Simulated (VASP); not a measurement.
# CrO2 (P-3m1) in VASP: a series of runs

Runs on CrO2. Level: PBE+U. Tasks: single point.

Program: VASP 6.6.1. These are calculated values, not measurements. Logs are shortened: lines on timing, memory, paths and dates and some standing lists are left out, and cuts for length are marked.

### 1 Starting point

Symmetry: P-3m1, No. 164, trigonal system. Conventional cell: a = 2.780 Å, b = 2.780 Å, c = 4.485 Å, α = 90.00°, β = 90.00°, γ = 120.00°. Around Cr (site symmetry -3m) lie 6 O at 1.96 Å. O (site symmetry 3m) has 3 Cr at 1.96 Å as nearest neighbours.

Measurements of this composition are mostly on another form, of space group No. 136.

### 2 Single point, PBE+U, collinear spin, zero start

INCAR reads:

```
SYSTEM = CrO2
ALGO = Normal
EDIFF = 1E-6
ENCUT = 520
GGA = PE
ISIF = 2
ISMEAR = 0
ISPIN = 2
LASPH = .TRUE.
LCHARG = .FALSE.
LDAU = .TRUE.
LDAUJ = 0 0
LDAUL = 2 -1
LDAUPRINT = 1
LDAUTYPE = 2
LDAUU = 3 0
LMAXMIX = 4
LORBIT = 11
LREAL = .FALSE.
LWAVE = .FALSE.
MAGMOM = 0 0 0
NELM = 150
PREC = Accurate
SIGMA = 0.05
```

KPOINTS reads:

```
k-points
0
G
  8 8 4
  0 0 0
```

POSCAR reads:

```
CrO2
1.0
    2.7798784700      0.0000000000      0.0000000000
   -1.3899392400      2.4074453800      0.0000000000
    0.0000000000      0.0000000000      4.4845209400
Cr O
1 2
Direct
    0.0000000000      0.0000000000      0.0000000000
    0.3333333333      0.6666666667      0.2520000000
    0.6666666667      0.3333333333      0.7480000000
```

Potentials or basis: VASP PAW PBE potentials, release 64 (Cr_pv, O).

The run is started by

```console
$ cat potpaw_PBE.64/Cr_pv/POTCAR potpaw_PBE.64/O/POTCAR > POTCAR
$ mpirun -np 1 vasp_std > vasp.out
```

OUTCAR:

```text
SYSTEM = CrO2
   EDIFF = 1E-6
   ENCUT = 520
   GGA = PE
   ISIF = 2
   ISMEAR = 0
   ISPIN = 2
   LASPH = .TRUE.
   LORBIT = 11
   LREAL = .FALSE.
   NELM = 150
   PREC = Accurate

 ion  position               nearest neighbor table
   1  0.000  0.000  0.000-   3 1.96   2 1.96   3 1.96   2 1.96   3 1.96   2 1.96
   2  0.333  0.667  0.252-   1 1.96   1 1.96   1 1.96
   3  0.667  0.333  0.748-   1 1.96   1 1.96   1 1.96

  LATTYP: Found a hexagonal cell.
 ALAT       =     2.7798784700
 C/A-ratio  =     1.6132075515

  Lattice vectors:

 A1 = (   2.7798784700,   0.0000000000,   0.0000000000)
 A2 = (  -1.3899392400,   2.4074453800,   0.0000000000)
 A3 = (   0.0000000000,   0.0000000000,   4.4845209400)

Analysis of symmetry for initial positions (statically):
=====================================================================
 Subroutine PRICEL returns:
 Original cell was already a primitive cell.

 Routine SETGRP: Setting up the symmetry group for a
 hexagonal supercell.

 Subroutine GETGRP returns: Found 12 space group operations
 (whereof 12 operations were pure point group operations)
 out of a pool of 24 trial point group operations.

The static configuration has the point symmetry D_3d.

Analysis of symmetry for dynamics (positions and initial velocities):
=====================================================================
 Subroutine PRICEL returns:
 Original cell was already a primitive cell.

 Routine SETGRP: Setting up the symmetry group for a
 hexagonal supercell.

 Subroutine GETGRP returns: Found 12 space group operations
 (whereof 12 operations were pure point group operations)
 out of a pool of 24 trial point group operations.

The dynamic configuration has the point symmetry D_3d.

Analysis of structural, dynamic, and magnetic symmetry:
=====================================================================
 Subroutine PRICEL returns:
 Original cell was already a primitive cell.

 Routine SETGRP: Setting up the symmetry group for a
 hexagonal supercell.

 Subroutine GETGRP returns: Found 12 space group operations
 (whereof 12 operations were pure point group operations)
 out of a pool of 24 trial point group operations.

The overall configuration has the point symmetry D_3d.

 Subroutine INISYM returns: Found 12 space group operations
 (whereof 12 operations are pure point group operations),
 and found     1 'primitive' translations

----------------------------------------------------------------------------------------

                                     Primitive cell

  volume of cell :      30.0122

  direct lattice vectors                    reciprocal lattice vectors
     2.779878470  0.000000000  0.000000000     0.359727956  0.207689033  0.000000000
    -1.389939240  2.407445380  0.000000000     0.000000000  0.415378064  0.000000000
     0.000000000  0.000000000  4.484520940     0.000000000  0.000000000  0.222989259

  length of vectors
     2.779878470  2.779878477  4.484520940     0.415378065  0.415378064  0.222989259

  position of ions in fractional coordinates (direct lattice)
     0.000000000  0.000000000  0.000000000
     0.333333333  0.666666667  0.252000000
     0.666666667  0.333333333  0.748000000

  ion indices of the primitive-cell ions
   primitive index   ion index
                 1           1
                 2           2
                 3           3

----------------------------------------------------------------------------------------

[... 75 lines left out ...]
   ISIF   =      2    stress and relaxation
   ISYM   =      2    0-nonsym 1-usesym 2-fastsym
   POTIM  = 0.5000    time-step for ionic-motion
   TEBEG  =    0.0;   TEEND  =   0.0 temperature during run
   PSTRESS=    0.0 pullay stress
   NELECT =      24.0000    total number of electrons
   NUPDOWN=      -1.0000    fix difference up-down
   EMIN   =  10.00;   EMAX   =-10.00  energy-range for DOS
   EFERMI =   0.00;   METHOD = LEGACY
   ISMEAR =     0;   SIGMA  =   0.05  broadening in eV -4-tet -1-fermi 0-gaus
   EFERMI_NEDOS =   21; number of points for ismear=-14 and -15
   IALGO  =     38    algorithm
   IMIX   =      4    mixing-type and parameters
     AMIX     =   0.40;   BMIX     =  1.00
     AMIX_MAG =   1.60;   BMIX_MAG =  1.00
  volume/ion in A,a.u.               =      10.00        67.51
  Fermi-wavevector in a.u.,A,eV,Ry     =   1.519541  2.871516 31.415926  2.309005
  Thomas-Fermi vector in A             =   2.628513
   LORBIT       =     11    0 simple, 1 ext, 2 COOP (PROOUT), +10 PAW based schemes
 LDA+U is selected, type is set to LDAUTYPE =  2
   angular momentum for each species LDAUL =     2   -1
   U (eV)           for each species LDAUU =   3.0  0.0
   J (eV)           for each species LDAUJ =   0.0  0.0
   GGA     = PE    functional components
   LHFCALC =     F    Hartree Fock is set to
   AEXX    =    0.0000 exact exchange contribution
   IVDW    =     0    specifies the selected vdW correction
   LEPSILON=     F    determine dielectric tensor
   LRPA    =     F    only Hartree local field effects (RPA)
 spin polarized calculation
 Gauss-broadening in eV      SIGMA  =   0.05
  energy-cutoff  :      520.00
  volume of cell :       30.01
 maximum number of plane-waves:       819
 NGX is ok and might be reduce to    24
   NGX = 11   NGY = 11   NGZ = 17

 number of electron      24.0000002 magnetization      -0.0000080

atom =   1  type =  1  l = 2

 onsite density matrix

spin component  1

  0.3913  0.0000  0.0000  0.0739 -0.0000
  0.0000  0.4883  0.0000 -0.0000  0.0739
  0.0000  0.0000  0.2706  0.0000  0.0000
  0.0739 -0.0000  0.0000  0.4883 -0.0000
 -0.0000  0.0739  0.0000 -0.0000  0.3913

spin component  2

  0.3910  0.0000  0.0000  0.0737 -0.0000
  0.0000  0.4881  0.0000 -0.0000  0.0737
  0.0000  0.0000  0.2713  0.0000  0.0000
  0.0737 -0.0000  0.0000  0.4881 -0.0000
 -0.0000  0.0737  0.0000 -0.0000  0.3910

 occupancies and eigenvectors

  o =  0.2706  v = -0.0000  0.0000  1.0000  0.0000 -0.0000  0.0000  0.0000  0.0000  0.0000  0.0000      0.0000  0.0000  0.0000  0.0000  0.0000  0.0000  0.0000  0.0000  0.0000  0.0000
  o =  0.2713  v =  0.0000  0.0000  0.0000  0.0000  0.0000 -0.0000  0.0000  1.0000  0.0000 -0.0000      0.0000  0.0000  0.0000  0.0000  0.0000  0.0000  0.0000  0.0000  0.0000  0.0000
  o =  0.3514  v =  0.0000  0.0000  0.0000  0.0000  0.0000 -0.8218  0.1701 -0.0000  0.4428 -0.3157      0.0000  0.0000  0.0000  0.0000  0.0000  0.0000  0.0000  0.0000  0.0000  0.0000
  o =  0.3514  v =  0.0000  0.0000  0.0000  0.0000  0.0000 -0.3157 -0.4428  0.0000  0.1701  0.8218      0.0000  0.0000  0.0000  0.0000  0.0000  0.0000  0.0000  0.0000  0.0000  0.0000
  o =  0.3514  v = -0.8214  0.1704 -0.0000  0.4436 -0.3156  0.0000  0.0000  0.0000  0.0000  0.0000      0.0000  0.0000  0.0000  0.0000  0.0000  0.0000  0.0000  0.0000  0.0000  0.0000
  o =  0.3514  v = -0.3156 -0.4436  0.0000  0.1704  0.8214  0.0000  0.0000  0.0000  0.0000  0.0000      0.0000  0.0000  0.0000  0.0000  0.0000  0.0000  0.0000  0.0000  0.0000  0.0000
  o =  0.5278  v =  0.0000  0.0000  0.0000  0.0000  0.0000 -0.4428 -0.3157 -0.0000 -0.8218 -0.1701      0.0000  0.0000  0.0000  0.0000  0.0000  0.0000  0.0000  0.0000  0.0000  0.0000
  o =  0.5278  v =  0.0000  0.0000  0.0000  0.0000  0.0000  0.1701 -0.8218 -0.0000  0.3157 -0.4428      0.0000  0.0000  0.0000  0.0000  0.0000  0.0000  0.0000  0.0000  0.0000  0.0000
  o =  0.5282  v = -0.4436 -0.3156 -0.0000 -0.8214 -0.1704  0.0000  0.0000  0.0000  0.0000  0.0000      0.0000  0.0000  0.0000  0.0000  0.0000  0.0000  0.0000  0.0000  0.0000  0.0000
  o =  0.5282  v =  0.1704 -0.8214 -0.0000  0.3156 -0.4436  0.0000  0.0000  0.0000  0.0000  0.0000      0.0000  0.0000  0.0000  0.0000  0.0000  0.0000  0.0000  0.0000  0.0000  0.0000

 number of electron      24.0000001 magnetization       0.0005758

 Free energy of the ion-electron system (eV)
  ---------------------------------------------------
  ext. energy  EPLUGINS =         0.00000000
  ---------------------------------------------------
  free energy    TOTEN  =       -20.36027155 eV

  energy without entropy =      -20.35928749  energy(sigma->0) =      -20.35977952

 E-fermi :   4.9833     XC(G=0): -11.6265

 val. band max:        4.9188458670   @ k =   0.1250   0.1250   0.2500
 cond. band min:       4.9929499269   @ k =   0.1250   0.1250   0.0000
 fundamental gap:      0.0741040600
 Fermi energy:         4.9833026983

 spin component 1

 k-point     1 :       0.0000    0.0000    0.0000
  band No.  band energies     occupation
      1     -39.4114      1.00000
      2     -39.3231      1.00000
      3     -39.3231      1.00000
      4     -14.7037      1.00000
      5     -12.8596      1.00000
      6      -1.5921      1.00000
[... 895 lines left out ...]
      5     -12.9950      1.00000
      6      -0.8318      1.00000
[... 8 lines left out ...]
     15       7.6638      0.00000
     16       8.1379      0.00000

 [... further k-points ...]

------------------------ aborting loop because EDIFF is reached ----------------------------------------

  FORCE on cell =-STRESS in cart. coord.  units (eV):
  Direction    XX          YY          ZZ          XY          YZ          ZX
  --------------------------------------------------------------------------------------
  -------------------------------------------------------------------------------------
  Total       -1.7229605     -1.7229605     -2.1387109      0.0000000      0.0000000      0.0000000
  in kB      -91.9787698    -91.9787703   -114.1732456      0.0000002      0.0000000      0.0000000
  external PRESSURE =     -99.3769286 kB  Pullay stress =       0.0000000 kB

 VOLUME and BASIS-vectors are now :
 -----------------------------------------------------------------------------
  energy-cutoff  :      520.00
  volume of cell :       30.01
      direct lattice vectors                 reciprocal lattice vectors
     2.779878470  0.000000000  0.000000000     0.359727956  0.207689033  0.000000000
    -1.389939240  2.407445380  0.000000000     0.000000000  0.415378064  0.000000000
     0.000000000  0.000000000  4.484520940     0.000000000  0.000000000  0.222989259

 POSITION                                       TOTAL-FORCE (eV/Angst)
 -----------------------------------------------------------------------------------
      0.00000      0.00000      0.00000        -0.000000      0.000000      0.000000
     -0.00000      1.60496      1.13010        -0.000000      0.000000     -1.670558
      1.38994      0.80248      3.35442         0.000000     -0.000000      1.670558
 -----------------------------------------------------------------------------------
    total drift:                                0.000000     -0.000000      0.000000

  FREE ENERGIE OF THE ION-ELECTRON SYSTEM (eV)
  ---------------------------------------------------
  free  energy   TOTEN  =       -20.3602715502 eV

  energy  without entropy=      -20.3592874869  energy(sigma->0) =      -20.35977952

 total charge

# of ion       s       p       d       tot
------------------------------------------
    1        0.359   6.427   4.023  10.809
    2        1.593   3.347   0.000   4.940
    3        1.593   3.347   0.000   4.940
--------------------------------------------------
tot          3.545  13.121   4.023  20.690

 magnetization (x)

# of ion       s       p       d       tot
------------------------------------------
    1        0.000  -0.000   0.000   0.000
    2        0.000   0.000   0.000   0.000
    3        0.000   0.000   0.000   0.000
--------------------------------------------------
tot          0.000   0.000   0.000   0.001
```

It took 44 s on 1 thread of Intel Xeon Platinum 8259CL at 2.50GHz (Skylake/Cascade Lake), shared host; peak memory 0.18 GiB.

Results:

| Property | Result |
| --- | --- |
| Free energy | -20.3603 eV |
| Pressure | -9.9 GPa |
| Largest force | 1.671 eV/Å |
| Band gap on the k mesh | none (metal or under the smearing width) |
| Net moment | 0.00 μB per cell |
| Valence electrons inside the program's atomic spheres | Cr 10.81; O 4.94 |

Forces in eV/Å, atoms in the order of the input:
```
Cr   0.000  0.000  0.000
O    0.000  0.000 -1.671
O    0.000  0.000  1.671
```

Levels at points of the mesh, in eV from the Fermi level:
Spin up:
```csv
k point,band 10,band 11,band 12,band 13,band 14,band 15
"(0.00, 0.00, 0.00)",-1.52,-1.29,-0.87,-0.87,0.71,2.98
"(0.50, 0.00, 0.00)",-3.38,-2.75,-0.66,0.35,1.14,3.19
"(0.00, 0.00, 0.50)",-1.67,-1.67,-0.89,-0.89,1.12,3.13
"(0.50, 0.00, 0.50)",-2.43,-2.16,-0.87,0.35,1.13,3.01
```
Spin down:
| k point | band 8 | band 9 | band 10 | band 11 | band 12 | band 13 | band 14 | band 15 | band 16 |
| --- | --- | --- | --- | --- | --- | --- | --- | --- | --- |
| (0.00, 0.00, 0.00) | -4.63 | -1.52 | -1.52 | -1.29 | -0.87 | -0.87 | 0.71 | 2.98 | 2.98 |
| (0.50, 0.00, 0.00) | -4.40 | -4.27 | -3.38 | -2.75 | -0.66 | 0.35 | 1.14 | 3.19 | 3.22 |
| (0.00, 0.00, 0.50) | -4.58 | -3.49 | -1.67 | -1.67 | -0.88 | -0.88 | 1.12 | 3.13 | 3.13 |
| (0.50, 0.00, 0.50) | -4.59 | -4.04 | -2.43 | -2.16 | -0.87 | 0.35 | 1.13 | 3.01 | 3.24 |

Eigenvalues of the final occupation matrices:
| site | spin | trace | eigenvalues |
| --- | --- | --- | --- |
| site 1 d | 1 | 2.03 | 0.27 0.35 0.35 0.53 0.53 |
| site 1 d | 2 | 2.03 | 0.27 0.35 0.35 0.53 0.53 |

Caveat: forces of over 1 eV/Å show positions far from the minimum, so gaps and moduli don't describe the material at rest.

### 3 Single point, PBE+U, collinear spin, random start

INCAR reads:

```
ALGO = Normal
EDIFF = 1E-6
ENCUT = 520
GGA = PE
ISIF = 2
ISMEAR = 0
ISPIN = 2
LASPH = True
LCHARG = False
LDAU = True
LDAUJ = 0 0
LDAUL = 2 -1
LDAUPRINT = 1
LDAUTYPE = 2
LDAUU = 3 0
LMAXMIX = 4
LORBIT = 11
LREAL = False
LWAVE = False
MAGMOM = 1.58 0 0
NELM = 120
PREC = Accurate
SIGMA = 0.05
```

KPOINTS reads:

```
k-points
0
Gamma
  8 8 4
```

POSCAR is that of step 2.

Potentials or basis: VASP PAW PBE potentials, release 64 (Cr_pv, O).

The run is started by

```console
$ cat potpaw_PBE.64/Cr_pv/POTCAR potpaw_PBE.64/O/POTCAR > POTCAR
$ mpirun -np 1 vasp_std > vasp.out
```

Run time: 41 s. Hardware: 1 thread of Intel Xeon Platinum 8259CL at 2.50GHz (Skylake/Cascade Lake), shared host; peak memory 0.18 GiB.

The run converged. Its results:

| Item | Value |
| --- | --- |
| Free energy | -21.6235 eV |
| Pressure | 0.9 GPa |
| Largest force | 2.094 eV/Å |
| Band gap on the k mesh | 0.43 eV, indirect (least direct gap 0.60 eV) |
| Net moment | 2.00 μB per cell |
| Site moments | Cr +2.05; O -0.04 μB |
| Valence electrons inside the program's atomic spheres | Cr 10.77; O 4.97 |

Forces on the atoms (eV/Å):
```
Cr   0.000  0.000  0.000
O    0.000  0.000 -2.094
O    0.000  0.000  2.094
```

Stress tensor (GPa, compression positive):
```
  9.35   0.00   0.00
  0.00   9.35   0.00
  0.00   0.00 -16.02
```

Levels at points of the mesh, in eV from the valence-band top:
Spin up:
```tsv
k point	band 11	band 12	band 13	band 14	band 15	band 16
(0.00, 0.00, 0.00)	-0.64	-0.64	-0.38	0.74	3.31	3.31
(0.50, 0.00, 0.00)	-1.91	-1.18	-1.14	0.68	3.43	3.45
(0.00, 0.00, 0.50)	-2.43	-0.79	-0.79	1.24	3.46	3.46
(0.50, 0.00, 0.50)	-1.58	-1.30	-1.19	0.70	3.22	3.48
```
Spin down:
```tsv
k point	band 8	band 9	band 10	band 11	band 12	band 13	band 14	band 15
(0.00, 0.00, 0.00)	-3.50	-0.67	-0.67	-0.51	2.22	2.48	2.48	4.35
(0.50, 0.00, 0.00)	-3.23	-3.14	-2.58	-1.90	1.41	3.52	3.70	4.57
(0.00, 0.00, 0.50)	-3.44	-2.73	-0.83	-0.83	2.47	2.47	2.58	4.48
(0.50, 0.00, 0.50)	-3.44	-3.04	-1.57	-1.35	1.35	3.46	3.67	4.60
```

Eigenvalues of the final occupation matrices:
```csv
site,spin,trace,eigenvalues
site 1 d,1,3.01,0.25 0.44 0.44 0.94 0.94
site 1 d,2,0.99,0.10 0.10 0.12 0.34 0.34
```

Caveat: a cell with one magnetic atom can't hold antiferromagnetic order, which such compounds often take; forces of over 1 eV/Å show positions far from the minimum, so gaps and moduli don't describe the material at rest.
